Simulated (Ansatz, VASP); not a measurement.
# Two plane-wave programs on MgO

Contents of INCAR:

```
  PREC = Accurate
  ENCUT = 600
  EDIFF = 1E-6
  ISMEAR = 0
  SIGMA = 0.02
  LREAL = False
  LASPH = True
  NELM = 100
  ALGO = Normal
  ISIF = 3
  LWAVE = False
  LCHARG = False
  GGA = PS
  IBRION = 2
  NSW = 65
  EDIFFG = -0.01
```

Contents of KPOINTS:

```
Automatic mesh
0
Gamma
  12 12 6
```

File POSCAR:

```
MgO
1.0
    2.9799354756      0.0000000000      0.0000000000
   -1.4899677378      2.5806998235      0.0000000000
    0.0000000000      0.0000000000      4.8662140265
Mg O
2 2
Direct
    0.0000000000      0.0000000000      0.0000000000
    0.0000000000      0.0000000000      0.5000000000
    0.3333333333      0.6666666667      0.2500000000
    0.6666666667      0.3333333333      0.7500000000
```

Input for Ansatz:

```yaml
crystal:
  lattice:
    - [2.9799354756, 0.0, 0.0]
    - [-1.4899677378, 2.5806998235, 0.0]
    - [0.0, 0.0, 4.8662140265]
  atoms:
    - { symbol: Mg, position: [0.0, 0.0, 0.0] }
    - { symbol: O, position: [0.3333333333, 0.6666666667, 0.25] }
    - { symbol: Mg, position: [0.0, 0.0, 0.5] }
    - { symbol: O, position: [0.6666666667, 0.3333333333, 0.75] }
basis:
  ecutwfc: 420
kpoints:
  mp_grid: { grid: [12, 12, 6] }
hamiltonian:
  xc: pbesol
scf:
  occupations: { method: gaussian, width: 0.02 }
output:
  forces: true
  stress: true
  eigenvalues: true
  populations: true
relax:
  adjacent_minimum: "off"
  f_tol: 0.01
  max_steps: 45
  cell: { stress_tol: 0.05 }
```

Alike in both runs: task relaxation of cell and atoms; functional PBEsol; k mesh 12 × 12 × 6; occupations gaussian, width 0.02 eV; no spin polarisation.

|  | VASP | Ansatz |
| --- | --- | --- |
| version | VASP 6.6.1 | Ansatz 0.2.0 |
| potentials or method | VASP PAW PBE potentials, release 64 (Mg, O) | scalar-relativistic, plane waves, PAW |
| plane-wave cutoff (eV) | 600 | 420 |
| valence electrons in the cell | 16 | 32 |

Ansatz gave:

| Quantity | Value |
| --- | --- |
| gap on the k mesh at the Fermi level, each at its own relaxed structure (eV) | 4.27 |
| relaxed volume (Å³/atom) | 9.50 |
| relaxed cell length with the largest relative difference (Å) | 2.929 |
| energy change over the relaxation (meV/atom) | -41 |

Task: Estimate VASP's values.

Result: gap on the k mesh at the Fermi level, each at its own relaxed structure (eV): 4.31; relaxed volume (Å³/atom): 9.46; relaxed cell length with the largest relative difference (Å): 2.925; energy change over the relaxation (meV/atom): -41.

The two sets of potentials don't hold the same shells in valence.

Caveats: the PAW data sets were made with another functional, which shifts forces and pressure a little (VASP). Expect the measured gap to be larger: semilocal functionals such as PBEsol lack the derivative discontinuity. A k mesh can miss the band edges.
